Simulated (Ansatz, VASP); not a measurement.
Given: the input of a run of Ansatz 0.2.0 on Mg.

Contents of input.yaml:

```yaml
crystal:
  lattice:
    - [3.2093, 0.0, 0.0]
    - [-1.60465, 2.7793353284, 0.0]
    - [0.0, 0.0, 5.2103]
  atoms:
    - { symbol: Mg, position: [0.6666666667, 0.3333333333, 0.75] }
    - { symbol: Mg, position: [0.3333333333, 0.6666666667, 0.25] }
hamiltonian:
  xc: pbe
  pseudopotentials: { kind: paw }
kpoints:
  mp_grid: { grid: [10, 10, 5] }
scf:
  occupations: { method: fermi_dirac, width: 0.05 }
output:
  forces: true
  stress: true
relax:
  f_tol: 0.01
  max_steps: 40
  cell: { stress_tol: 0.05 }
```

Potentials or basis: Ansatz PAW.

Run with:

```sh
$ ansatz run input.yaml --threads 2 --pin off --max-ram 5632MiB --backend cpu --events-out ev --progress --plain --runs-dir out
```

Q: Set up the same calculation for VASP 6.6.1. Potentials there: VASP PAW PBE potentials, release 64 (Mg).

A: As run (the cutoff follows the program's own potentials):

File INCAR:

```
PREC = Accurate
ENCUT = 580
EDIFF = 1E-6
ISMEAR = -1
SIGMA = 0.05
LREAL = False
LASPH = True
NELM = 60
ALGO = Normal
ISIF = 3
LWAVE = False
LCHARG = False
GGA = PE
IBRION = 2
NSW = 40
EDIFFG = -0.02
```

KPOINTS

```
regular mesh
0
Gamma
  10 10 5
```

Contents of POSCAR:

```
Mg
1.0
    3.2093000000      0.0000000000      0.0000000000
   -1.6046500000      2.7793353284      0.0000000000
    0.0000000000      0.0000000000      5.2103000000
Mg
2
Direct
    0.6666666667      0.3333333333      0.7500000000
    0.3333333333      0.6666666667      0.2500000000
```

Potentials or basis: VASP PAW PBE potentials, release 64 (Mg).

The run is started by

```sh
$ cat potpaw_PBE.64/Mg/POTCAR > POTCAR
$ mpirun -np 1 vasp_std > vasp.out
```

Both were run:

|  | VASP | Ansatz | Ansatz less VASP |
| --- | --- | --- | --- |
| relaxed volume (Å³/atom) | 22.93 | 23.02 | +0.099 |
| relaxed cell length with the largest relative difference (Å) | 5.289 | 5.298 | +0.0084 |
| energy change over the relaxation (meV/atom) | -3 | -3 | +0.2 |

The two sets of potentials don't hold the same shells in valence.

Caveats: the plane-wave basis is chosen anew once the cell has moved, so the energies of steps on either side of that aren't comparable (Ansatz).
